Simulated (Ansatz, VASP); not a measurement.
One calculation of Sb, two programs

```
Sb
1.0
     3.10956    0.00000    0.00000
     0.00000    3.10956    0.00000
     0.00000    0.00000    3.10965
Sb
1
Direct
  0.00000 0.00000 0.50000
```

The cell was built by a generator and needn't be a form met in nature.

Alike in both runs: task single point; functional PBE; k mesh 18 × 18 × 18; occupations gaussian, width 0.1 eV; no spin polarisation.

```csv
,VASP,Ansatz
version,VASP 6.6.1,Ansatz 0.2.0
potentials or method,"VASP PAW PBE potentials, release 64 (Sb)","scalar-relativistic, plane waves, PAW"
plane-wave cutoff (eV),520,420
valence electrons in the cell,5,15
```

```csv
,VASP,Ansatz,Ansatz less VASP
gap on the k mesh at the Fermi level (eV),none,none,-
pressure (GPa),0.0,0.0,+0.03
```

A gap of «none» marks a metal or a gap that the smearing closes. The two sets of potentials don't hold the same shells in valence. Ansatz warned: «near_symmetry_operations_not_taken».

Spin-orbit coupling is left out, which matters for the levels of Sb.
